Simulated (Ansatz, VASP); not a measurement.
## HfN: VASP beside Ansatz

```
Hf N
1.0
     0.00000    2.21382    2.25900
     2.21382    0.00000    2.25900
     2.21382    2.21382    0.00000
Hf N
1 1
Direct
  0.00000 0.00000 0.00000
  0.50000 0.50000 0.50000
```

Change from the starting cell: strain -0.0200 x Voigt [1, 1, 0, 0, 0, 0], atoms carried along.

Alike in both runs: task single point; functional PBEsol; k mesh 18 × 18 × 18; occupations gaussian, width 0.15 eV; no spin polarisation.

|  | VASP | Ansatz |
| --- | --- | --- |
| version | VASP 6.6.1 | Ansatz 0.2.0 |
| potentials or method | VASP PAW PBE potentials, release 64 (Hf_pv, N) | scalar-relativistic, plane waves, PAW |
| plane-wave cutoff (eV) | 520 | 420 |
| valence electrons in the cell | 15 | 31 |

```tsv
	VASP	Ansatz	Ansatz less VASP
gap on the k mesh at the Fermi level (eV)	none	none	-
pressure (GPa)	7.0	9.2	+2.21
largest component of the traceless stress (GPa)	7.60	7.62	+0.027
```

A gap of «none» marks a metal or a gap that the smearing closes. The functional is the same, so the differences come from potentials, cutoffs and numerics. The two sets of potentials don't hold the same shells in valence.

Caveats: the PAW data sets were made with another functional, which shifts forces and pressure a little (VASP). The runs have no spin-orbit coupling, so splittings on Hf are missing.
